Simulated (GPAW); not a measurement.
# Fe (Fmmm) in GPAW: equation of state

How stiff is Fe in PBE, and what volume does it want? The cell is scaled to several volumes.

Everything below comes from runs of GPAW 26.7.0. Logs are shortened: lines on timing, memory, paths and dates and some standing lists are left out, and cuts for length are marked. The log counts tension as positive stress, the text compression.

### Step 1. Starting point

Symmetry: Fmmm, No. 69, orthorhombic system. Conventional cell: a = 2.997 Å, b = 3.883 Å, c = 3.930 Å, α = 90.00°, β = 90.00°, γ = 90.00°. Fe (site symmetry mmm) has 12 Fe at 2.45 to 2.76 Å as nearest neighbours.

### Step 2. Equation of state, PBE, collinear spin, ferromagnetic start

File run.py:

```python
from ase.eos import EquationOfState
from ase.io import Trajectory, read
from ase.units import GPa
from gpaw import GPAW, PW

atoms = read('POSCAR')
atoms.set_initial_magnetic_moments([3.0])

traj = Trajectory('eos.traj', 'w')
volumes, energies = [], []
for x in [0.94, 0.96, 0.98, 1.0, 1.02, 1.04, 1.06]:
    a = atoms.copy()
    a.set_cell(atoms.cell * x**(1 / 3), scale_atoms=True)
    calc = GPAW(mode=PW(600),
                xc='PBE',
                kpts={'size': (13, 13, 13), 'gamma': True},
                occupations={'name': 'fermi-dirac', 'width': 0.05},
                nbands=12,
                convergence={'density': 1e-05, 'energy': 1e-05},
                maxiter=150,
                txt=f'eos-{x:.2f}.txt')
    a.calc = calc
    energies.append(a.get_potential_energy(force_consistent=True))
    volumes.append(a.get_volume())
    p = -a.get_stress()[:3].mean() / GPa
    calc.write(f'eos-{x:.2f}.gpw')
    traj.write(a)
    print(f'{x:.2f} {volumes[-1]:10.4f} A^3 {energies[-1]:14.6f} eV {p:9.3f} GPa', flush=True)

v0, e0, B = EquationOfState(volumes, energies, eos='birchmurnaghan').fit()
print(f'V0 = {v0:.4f} A^3, E0 = {e0:.6f} eV, B0 = {B / GPa:.2f} GPa')
```

File POSCAR:

```
Fe
1.0
    0.0000000000      1.9417396906      1.9651051623
    1.4984397099      0.0000000000      1.9651051623
    1.4984397099      1.9417396906      0.0000000000
Fe
1
Direct
    0.0000000000      0.0000000000      0.0000000000
```

Potentials or basis: GPAW PAW data sets (gpaw-data 1.2.1), pw.

Started as:

```sh
> OMP_NUM_THREADS=1 python run.py
```

What it wrote:

```text
__  _  _
 | _ |_)|_||  |
 |__||  | ||/\| - 26.7.0

Input parameters:
  mode=PW(ecut=600.0),
  convergence={'density': 1e-05, 'energy': 1e-05},
  kpts=MonkhorstPack(size=(13, 13, 13), gamma=True),
  maxiter=150,
  nbands=12,
  occupations=Occupations(name='fermi-dirac', width=0.05),
  xc=XC(name='PBE')

Diagonalizing LCAO Hamiltonian
Converting LCAO to pw mode

       Fe

Atoms  # Å, Bohr magnetons
|   | symbol |        x |        y |        z |    initial magnetic moments |
|---|--------|----------|----------|----------|-----------------------------|
| 0 |     Fe | 0.000000 | 0.000000 | 0.000000 | ( 0.0000,  0.0000,  3.0000) |

Unit cell  # Å
| periodic |        x |        y |        z |  lengths |    angles |
|----------|----------|----------|----------|----------|-----------|
|      yes | 0.000000 | 1.902101 | 1.924990 | 2.706210 | 68.256930 |
|      yes | 1.467851 | 0.000000 | 1.924990 | 2.420779 | 56.189817 |
|      yes | 1.467851 | 1.902101 | 0.000000 | 2.402618 | 55.553253 |

Number of symmetries: 8
Symmetry operations  # r_c * U_cc + t_c -> r_c
|   | kind |            matrix            |
|---|------|------------------------------|
| 0 |  σ   |  1, 0, 0,  1, 0,-1,  1,-1, 0 |
| 1 |  E   |  1, 0, 0,  0, 1, 0,  0, 0, 1 |
| 2 |  C2  |  0, 1,-1,  1, 0,-1,  0, 0,-1 |
| 3 |  σ   |  0, 1,-1,  0, 1, 0, -1, 1, 0 |
| 4 |  C2  |  0,-1, 1,  0,-1, 0,  1,-1, 0 |
| 5 |  σ   |  0,-1, 1, -1, 0, 1,  0, 0, 1 |
| 6 |  i   | -1, 0, 0,  0,-1, 0,  0, 0,-1 |
| 7 |  C2  | -1, 0, 0, -1, 0, 1, -1, 1, 0 |

BZ-sampling:
  Number of BZ points: 2197
  Number of IBZ points: 343

  Monkhorst-Pack size: [13, 13, 13]
  Monkhorst-Pack shift: [0, 0, 0]

K-points  # in reciprocal-cell coordinates
|     |                                coordinates |     weight |
|-----|--------------------------------------------|------------|
|   0 | (  0.00000000,   0.00000000,   0.00000000) | 0.00045517 |
|   1 | (  0.00000000,   0.07692308,   0.07692308) | 0.00091033 |
|   2 | (  0.00000000,   0.15384615,   0.15384615) | 0.00091033 |
|   3 | (  0.00000000,   0.23076923,   0.23076923) | 0.00091033 |
|   4 | (  0.00000000,   0.30769231,   0.30769231) | 0.00091033 |
|   5 | (  0.00000000,   0.38461538,   0.38461538) | 0.00091033 |
|   6 | (  0.00000000,   0.46153846,   0.46153846) | 0.00091033 |
|   7 | (  0.07692308,  -0.46153846,  -0.46153846) | 0.00182066 |
|   8 | (  0.07692308,  -0.38461538,  -0.46153846) | 0.00182066 |
|   9 | (  0.07692308,   0.00000000,   0.07692308) | 0.00091033 |
| ... |                                            |            |
| 342 | (  0.46153846,   0.46153846,   0.46153846) | 0.00364133 |

Plane wave coefficients: 375
Cutoff: 600.0 eV

Spin-components: 2 (collinear spins)
Bands:           12
Projectors:      6
Spin-degeneracy: 1
Datatype:        complex128

Parallelization:
  kpt:    1
  domain: 1
  band:   1

Density:
  Valence electrons: 8.0
  Components: 2
  Grid points: [16 16 16]
  Charge: 0.0  # |e|

Potential:
  Grid points: [16 16 16]

species:
  Fe:
    name:    Iron
    Z:       26.0
    valence: 8
    core:    18
    charge:  0.0  # [|e|]
    compensation charges:
      type: gauss
      rc: 0.33  # [Å]
      lmax: 2
    cutoffs:
      filter: 2.06  # [Å]
      core: 2.67  # [Å]
    projectors
    | kind |    occ | energy [eV] | rcut [Å] |
    |------|--------|-------------|----------|
    |   4s |  2.000 |      -5.291 |    1.164 |
    |   4p |  0.000 |      -1.326 |    1.058 |
    |   3d |  6.000 |      -7.505 |    1.058 |
    |    s |        |      21.920 |    1.164 |
    |    p |        |      25.885 |    1.058 |
    |    d |        |      19.706 |    1.058 |

    Using partial waves for Fe as LCAO basis

Reference energy: -34619.454600  # eV

eigensolver:
  PPCG
  Converge bands: occupied
  niter=2

density mixing:
  MSR1-Mixer
  Pratt-step length: 0.05
  Maximum mixing coefficient: 0.75
  Old densities: 10
  SVD Regularization: 0.005
  Good broyden scale: 1.0
  Trust region scale: 1.0
  Backstep threshold: 4.0
  History deletion threshold: 6.0
  Fourier metric: weight=20.0, sigma=0.015

occupation numbers:
  Fermi-Dirac:
    width: 0.0500  # eV

poisson solver:
  ecut: 4800.0  # eV

xc functional:
  name: PBE with 2 nearest neighbor stencil

convergence criteria:
- Maximum integral of absolute [dens]ity change: 1e-05 electrons / valence electron
- Maximum [total energy] change in last 3 cyles: 1e-05 eV / valence electron
- Maximum integral of absolute [eigenst]ate change: 4e-08 eV^2 / valence electron
maximum number of iterations: 150

SCF iterations
|iter     | |      energy | eigst |  dens |  magmom |
|---------|-|-------------|-------|-------|---------|
|iter:   1| |   -8.828173 | +0.13 |       |  +3.0053|
|iter:   2| |   -8.822808 | -2.08 | -0.87 |  +2.9705|
|iter:   3| |   -8.900142 | -2.24 | -0.91 |  +2.6266|
|iter:   4| |   -8.945189 | -2.92 | -1.26 |  +2.4326|
|iter:   5| |   -8.971159 | -2.70 | -1.43 |  +2.1336|
|iter:   6| |   -8.973415 | -3.99 | -2.03 |  +2.0567|
|iter:   7| |   -8.973803 | -4.14 | -2.19 |  +2.0633|
|iter:   8| |   -8.973817 | -5.81 | -2.90 |  +2.0565|
|iter:   9| |   -8.973822c| -6.24 | -3.36 |  +2.0594|
|iter:  10| |   -8.973821c| -7.88c| -4.13 |  +2.0596|
|iter:  11| |   -8.973821c| -7.60c| -4.57 |  +2.0597|
|iter:  12| |   -8.973821c| -8.99c| -5.62c|  +2.0597|

Converged in 12 steps
Energy contributions relative to reference atoms: (reference = -34619.454600)

Energy contributions:
  Kinetic:          10.474938
  Coulomb:          -8.724328
  Zero:              0.083691
  External:          0.000000
  Xc:              -10.804143
  Entropy:          -0.007957
  Spinorbit:         0.000000
  ----------------------------
  Free energy:      -8.977800
  Extrapolated:     -8.973821

dipole moment: (-7.203091, -9.334061, -9.446380)  # |e|*Ang

Total magnetic moment: (0.000000, 0.000000, 2.059708)

Local magnetic moments
|        x |        y |        z |
|----------|----------|----------|
| 0.000000 | 0.000000 | 2.091636 |  # Fe   0

Fermi level: 11.036
Eigenvalues  # (at kpt = [0.000, 0.000, 0.000])
| band index |      eig [eV] | occ [0-1] |      eig [eV] | occ [0-1] |
|------------|---------------|-----------|---------------|-----------|
|          0 |         2.071 |     1.000 |         2.241 |     1.000 |
|          1 |         8.411 |     1.000 |        10.096 |     1.000 |
|          2 |         8.512 |     1.000 |        10.248 |     1.000 |
|          3 |         8.892 |     1.000 |        10.788 |     0.993 |
|          4 |         9.627 |     1.000 |        12.173 |     0.000 |
|          5 |        10.048 |     1.000 |        12.830 |     0.000 |
|          6 |        35.294 |     0.000 |        34.983 |     0.000 |
|          7 |        36.362 |     0.000 |        36.610 |     0.000 |
|          8 |        36.396 |     0.000 |        36.928 |     0.000 |
|          9 |        36.408 |     0.000 |        37.918 |     0.000 |
|         10 |        36.870 |     0.000 |        37.957 |     0.000 |
|         11 |        37.161 |     0.000 |        37.977 |     0.000 |

No gap
No difference between direct/indirect transitions

Stress tensor  # eV/Ang^3
|         x |         y |         z |
|-----------|-----------|-----------|
| -0.045793 |  0.000000 |  0.000000 |
|  0.000000 | -0.125447 |  0.000000 |
|  0.000000 |  0.000000 | -0.106996 |

# Writing to eos-0.94.gpw (mode='')
```

Run time: 8.8 min. Hardware: 1 thread of Arm Neoverse V1, shared host; peak memory 0.23 GiB.

Results:

- Equilibrium volume: 11.51 Å³/atom
- Bulk modulus at fixed shape and positions: 176 GPa
- Pressure derivative of the bulk modulus: 6.9

Energy against volume, from the lowest point:
```tsv
volume (Å³/atom)	energy (meV/atom)
10.749	32.52
10.978	14.85
11.207	4.33
11.435	0.00
11.664	0.90
11.893	6.23
12.121	15.50
```

Caveat: the cell was scaled at fixed shape and fractional positions, which overstates the stiffness of a crystal with free parameters, most of all of layers and chains.
